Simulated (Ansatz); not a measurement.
# GaN: the cost of one run

Method: DFT PBE, scalar-relativistic, plane waves, PAW, in Ansatz 0.2.0.

2 further runs of the same task are left out: 2 set aside as unsound or not needed.

### 1 Starting point

The structure is cubic, space group P2_13 (No. 198). The conventional cell has a = 4.447 Å, b = 4.447 Å, c = 4.447 Å, α = 90.00°, β = 90.00°, γ = 90.00°. Around Ga (site symmetry 3) lie 7 N at 2.23 to 2.50 Å. N (site symmetry 3) has 7 Ga at 2.23 to 2.50 Å as nearest neighbours.

As a file:

```cif
data_structure
_symmetry_space_group_name_H-M 'P2_13'
_symmetry_Int_Tables_number 198
_cell_length_a 4.4468
_cell_length_b 4.4468
_cell_length_c 4.4468
_cell_angle_alpha 90.000
_cell_angle_beta 90.000
_cell_angle_gamma 90.000
_cell_volume 87.93
loop_
_atom_site_label
_atom_site_type_symbol
_atom_site_symmetry_multiplicity
_atom_site_Wyckoff_symbol
_atom_site_fract_x
_atom_site_fract_y
_atom_site_fract_z
_atom_site_occupancy
Ga1 Ga 4 a 0.13400 0.13400 0.13400 1
N1 N 4 a 0.84450 0.84450 0.84450 1
```

This is candidate A: FeSi (B20) type (P2_13, No. 198).

(A quick probe on a coarse mesh, which set the mesh and smearing, is not shown.)

### 3 A loose first relaxation (candidate A)

Contents of input.yaml:

```yaml
crystal:
  lattice:
    - [4.4468038801, 0.0, 0.0]
    - [0.0, 4.4468038801, 0.0]
    - [0.0, 0.0, 4.4468038801]
  atoms:
    - { symbol: Ga, position: [0.134, 0.134, 0.134] }
    - { symbol: Ga, position: [0.366, 0.866, 0.634] }
    - { symbol: Ga, position: [0.634, 0.366, 0.866] }
    - { symbol: Ga, position: [0.866, 0.634, 0.366] }
    - { symbol: "N", position: [0.8445, 0.8445, 0.8445] }
    - { symbol: "N", position: [0.6555, 0.1555, 0.3445] }
    - { symbol: "N", position: [0.3445, 0.6555, 0.1555] }
    - { symbol: "N", position: [0.1555, 0.3445, 0.6555] }
basis:
  ecutwfc: 420
kpoints:
  mp_grid: { grid: [4, 4, 4] }
hamiltonian:
  xc: pbe
scf:
  occupations: { method: gaussian, width: 0.1 }
  lower_state_search: "off"
output:
  forces: true
  stress: true
  eigenvalues: true
relax:
  adjacent_minimum: "off"
  f_tol: 0.04
  max_steps: 70
  cell: { stress_tol: 0.4 }
```

Started as:

```
> ansatz run input.yaml --threads 1 --pin off --max-ram 2560MiB --backend cpu --events-out ev --progress --plain --runs-dir out
```

Q: Estimate wall time and peak memory on 1 thread of Intel Xeon 6975P-C (Granite Rapids), shared host.

About 34 s, with a peak of 0.38 GiB.
